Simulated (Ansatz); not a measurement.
The polar optical mode of BN at -3 GPa, worked through

Method: DFT PBE, scalar-relativistic, plane waves, PAW (Ansatz 0.2.0). Cutoff 420 eV, 12×12×12 k-points (Γ-centred), fixed occupations. No spin polarisation. Phonons by linear response, acoustic sum rule imposed.

The cell, relaxed at -3 GPa:
```cif
data_structure
_symmetry_space_group_name_H-M 'F-43m'
_symmetry_Int_Tables_number 216
_cell_length_a 3.6346
_cell_length_b 3.6346
_cell_length_c 3.6346
_cell_angle_alpha 90.000
_cell_angle_beta 90.000
_cell_angle_gamma 90.000
_cell_volume 48.01
loop_
_atom_site_label
_atom_site_type_symbol
_atom_site_symmetry_multiplicity
_atom_site_Wyckoff_symbol
_atom_site_fract_x
_atom_site_fract_y
_atom_site_fract_z
_atom_site_occupancy
B1 B 4 a 0.00000 0.00000 0.00000 1
N1 N 4 c 0.25000 0.25000 0.25000 1
```

Linear response gives ν_TO = 1016.1 cm⁻¹, Born charges ±1.918 e (positive on B) and ε∞ = 4.623. The primitive cell holds 12.004 Å³, and the masses are 10.810 and 14.007 amu.

**Question.** Find ν_LO and the static dielectric constant.

**Answer.** The long-wave field adds a restoring force: ω_LO² − ω_TO² = Z*²e²/(ε_vac ε∞ μV). In these units ν_LO² − ν_TO² = 4.92064×10⁷ Z*²/(μ V ε∞) cm⁻², with μ = m₁m₂/(m₁ + m₂) = 6.101 amu: 534688 cm⁻². So ν_LO = √(1016.1² + 534688) = 1251.9 cm⁻¹, and the run gives 1251.9. Lyddane–Sachs–Teller then gives ε0 = ε∞ (ν_LO/ν_TO)² = 7.02, against 7.02 in the run (it forms both from the same three quantities, so the match checks the arithmetic only). Between ν_TO and ν_LO the dielectric function is negative and an undamped crystal reflects fully: a reststrahlen band from 8.0 to 9.8 μm.

**Question.** What do the Clausius–Mossotti polarisability and the Szigeti charge come to?

**Answer.** With the Lorentz local field, α = (3V/4π)(ε∞ − 1)/(ε∞ + 2) = 1.57 Å³ for the pair, and e_S = 3Z*/(ε∞ + 2) = 0.87 e. The Born charge includes the electrons' response to the dipole's own local field, and e_S takes that enhancement out. The Lorentz field assumes point-like polarisable ions, a poor picture once ε∞ is this large, since the electron clouds then overlap or are shared, so both numbers are formal here.

**Question.** How strongly does a slow electron couple to the LO mode?

**Answer.** For one isotropic parabolic band, Fröhlich's constant is α_F = (1/ε∞ − 1/ε0) √(m* Ry/ħω_LO), with Ry = 13.606 eV, ħω_LO = 155.2 meV and m* in free-electron masses: α_F = 0.0738 × 9.36 × √m* = 0.69 √m*. The band mass isn't part of this run; for m* = 0.1, 0.3 and 1 it gives 0.22, 0.38, 0.69. In weak coupling the polaron lies α_F ħω_LO below the band edge (59 meV at m* = 0.3) with a mass m*(1 + α_F/6); past α_F of about 5 or 6 that expansion fails. A semilocal functional's ε∞ tends to be too large, which taken alone lowers α_F.

Cost: 1 run of about 0.073 core-minutes, on AMD EPYC 9R45 (Zen 5) (shared hosts).

The lattice adds less to the static dielectric constant than the electrons do: ε∞ is 4.623 and ε0 only 7.02. Stiff, short sp³ bonds are the reason, since they let the ions move little in a static field for the charge they carry. The light atoms raise both mode frequencies but drop out of the static response, which depends on the force constant and not on the mass.

The wide LO–TO splitting is therefore no sign of an ionic crystal. It reflects a sizeable Born charge acting on a small reduced mass in a small cell, with modest electronic screening. That charge measures how polarisation changes as the sublattices shift, including electron flow along the polar covalent bonds, and isn't the static charge on boron.

The modest Fröhlich coupling follows from the same stiffness, through the small ionic screening and the high LO energy. For electrons it remains an estimate, because the conduction minimum of cubic BN lies at X, where the mass is anisotropic.
